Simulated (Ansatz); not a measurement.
Calculated with Ansatz (gas phase, PBE0-D4/def2-TZVP geometries, no zero-point term in ΔE). CBS: MP2 limit from def2 TZ/QZ plus the TZ coupled-cluster correction, frozen cores. DFT in def2-TZVPP. For Ge outer-core shells are correlated without core-valence functions, which leaves a few kJ/mol of doubt a bond. Scalar relativity is left out up to krypton. One conformer a species, not always the lowest.

`CC#[C][GeH2][OH]` + `CCCCO` → `[OH][GeH2][OH]` + `CC#CCCCC`  (formal exchange of groups at a Ge–C bond)

`CC#[C][GeH2][OH]`:

Cartesian coordinates in Å:
```
C -1.799 -1.277 1.187
C -0.862 -0.463 0.442
C -0.082 0.222 -0.178
Ge 1.152 1.276 -1.154
O 2.790 1.011 -0.510
H -2.810 -1.168 0.788
H -1.526 -2.334 1.132
H -1.817 -0.985 2.240
H 0.891 2.770 -0.956
H 1.094 0.866 -2.636
H 2.969 0.081 -0.355
```

`CCCCO`:

Z-matrix (Å, degrees):
```
C
C 1 1.519
H 1 1.093 2 111.1
H 1 1.094 2 111.1 3 -119.6
H 1 1.092 2 111.6 3 120.2
C 2 1.520 1 112.9 3 59.6
H 2 1.096 1 109.6 3 -178.2
H 2 1.096 1 109.6 3 -62.3
C 6 1.515 2 112.9 1 179.5
H 6 1.096 2 110.1 1 -58.8
H 6 1.099 2 109.3 1 57.8
O 9 1.412 6 113.3 2 177.4
H 9 1.094 6 110.0 2 59.5
H 9 1.100 6 109.8 2 -57.9
H 12 0.961 9 108.2 6 58.9
```

`[OH][GeH2][OH]`:

Z-matrix (Å, degrees):
```
Ge
O 1 1.773
O 1 1.776 2 110.8
H 1 1.525 2 104.9 3 114.7
H 1 1.543 2 109.7 3 -119.9
H 2 0.959 1 113.6 3 70.1
H 3 0.959 1 113.3 2 -91.5
```

`CC#CCCCC`:

Cartesian coordinates in Å:
```
C 0.557 3.496 -0.745
C -0.209 2.292 -0.484
C -0.848 1.296 -0.271
C -1.602 0.082 0.003
C -0.770 -1.006 0.686
C 0.383 -1.508 -0.165
C 1.209 -2.571 0.536
H 1.624 3.274 -0.832
H 0.238 3.971 -1.676
H 0.433 4.225 0.061
H -2.465 0.331 0.630
H -2.010 -0.309 -0.937
H -0.384 -0.616 1.633
H -1.433 -1.841 0.937
H -0.014 -1.908 -1.106
H 1.018 -0.660 -0.439
H 0.599 -3.440 0.800
H 1.645 -2.183 1.461
H 2.030 -2.922 -0.094
```

(1) Is it downhill or uphill in electronic energy at CCSD(T)/CBS, and by how much? (Best estimate.)

(2) What do these levels give: r2SCAN-D4, PBE, r2SCAN, MP2/def2-TZVPP, CCSD/def2-TZVPP, CCSD(T)/def2-TZVPP? (Best estimate.)

Largest T1 diagnostic among the species: 0.012.

## Answers

(1) Ansatz gave: Downhill: ΔE = -18.9 kcal/mol.

(2) Ansatz gave: r2SCAN-D4 -19.2, PBE -18.4, r2SCAN -18.9, MP2/def2-TZVPP -19.9, CCSD/def2-TZVPP -17.9, CCSD(T)/def2-TZVPP -17.9 kcal/mol.
